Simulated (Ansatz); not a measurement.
What does Ansatz print for the nuclei with this input?

The cell is a computed structure from the Materials Project (it need not be an observed phase), its atoms then relaxed with PBE in this cell.

```yaml
crystal:
  lattice:
    - [2.4025136104, 1.3870918797, 4.3720844159]
    - [-2.4025136104, 1.3870918797, 4.3720844159]
    - [0.0, -2.7741837594, 4.3720844159]
  atoms:
    - { symbol: Al, position: [0.647904, 0.647904, 0.647904] }
    - { symbol: Al, position: [0.852096, 0.852096, 0.852096] }
    - { symbol: Al, position: [0.147904, 0.147904, 0.147904] }
    - { symbol: Al, position: [0.352096, 0.352096, 0.352096] }
    - { symbol: O, position: [0.4438545, 0.0561455, 0.75] }
    - { symbol: O, position: [0.9438545, 0.25, 0.5561455] }
    - { symbol: O, position: [0.0561455, 0.75, 0.4438545] }
    - { symbol: O, position: [0.75, 0.4438545, 0.0561455] }
    - { symbol: O, position: [0.25, 0.5561455, 0.9438545] }
    - { symbol: O, position: [0.5561455, 0.9438545, 0.25] }
kpoints:
  mp_grid: { grid: [8, 8, 8] }
scf:
  occupations: { method: fermi_dirac, width: 0.02 }
hamiltonian:
  xc: r2scan
  pseudopotentials: { kind: paw }
output:
  forces: true
  stress: true
  populations: true
  efg:
    quadrupole_moments_barn: { Al: 0.1466, O: -0.02558 }
    contact_densities: true
```

```sh
ansatz run input.yaml --threads 4 --pin off --max-ram 8192MiB --backend cpu --events-out ev --progress --plain --runs-dir out
```

Of the output, the block on the nuclei alone is shown; the set-up, the SCF iterations, energies, forces and stress are cut.

```
--- PAW observables at the nuclei: V_zz in 10²¹ V/m², potentials from the cell's mean, atoms counted from 1 ---
  atom   1  Al V_zz =    +0.539385   η = 0.0000   by run symmetry: allowed   C_q = +1.9120 MHz
            electrostatic potential = -1230.278912 V   contact ρ = 10060.437471 e/Å³
  atom   2  Al V_zz =    +0.539385   η = 0.0000   by run symmetry: allowed   C_q = +1.9120 MHz
            electrostatic potential = -1230.278912 V   contact ρ = 10060.437471 e/Å³
  atom   3  Al V_zz =    +0.539385   η = 0.0000   by run symmetry: allowed   C_q = +1.9120 MHz
            electrostatic potential = -1230.278912 V   contact ρ = 10060.437471 e/Å³
  atom   4  Al V_zz =    +0.539385   η = 0.0000   by run symmetry: allowed   C_q = +1.9120 MHz
            electrostatic potential = -1230.278912 V   contact ρ = 10060.437471 e/Å³
  atom   5  O  V_zz =    -3.984220   η = 0.5169   by run symmetry: allowed   C_q = +2.4643 MHz
            electrostatic potential = -625.089262 V   contact ρ = 2149.272661 e/Å³
  atom   6  O  V_zz =    -3.984220   η = 0.5169   by run symmetry: allowed   C_q = +2.4643 MHz
            electrostatic potential = -625.089262 V   contact ρ = 2149.272661 e/Å³
  atom   7  O  V_zz =    -3.984220   η = 0.5169   by run symmetry: allowed   C_q = +2.4643 MHz
            electrostatic potential = -625.089262 V   contact ρ = 2149.272661 e/Å³
  atom   8  O  V_zz =    -3.984220   η = 0.5169   by run symmetry: allowed   C_q = +2.4643 MHz
            electrostatic potential = -625.089262 V   contact ρ = 2149.272661 e/Å³
  atom   9  O  V_zz =    -3.984220   η = 0.5169   by run symmetry: allowed   C_q = +2.4643 MHz
            electrostatic potential = -625.089262 V   contact ρ = 2149.272661 e/Å³
  atom  10  O  V_zz =    -3.984220   η = 0.5169   by run symmetry: allowed   C_q = +2.4643 MHz
            electrostatic potential = -625.089262 V   contact ρ = 2149.272661 e/Å³
```

The run took 5.9 s of wall time (19 s of CPU time) and 0.8 GiB at its peak, on 4 threads of Intel Xeon 6975P-C (Granite Rapids) (x86_64; 16 cores open to the job, memory cap 8.0 GiB, no GPU), a shared host with a load of 0.6 a core.

At this cell the r2SCAN pressure is -7 GPa, so with r2SCAN the cell would shrink if it were relaxed. The entry's cell may itself be off. With these PAW files V_zz is typically within 2 to 3 % of all-electron values, but misses above 10 % occur on Al.
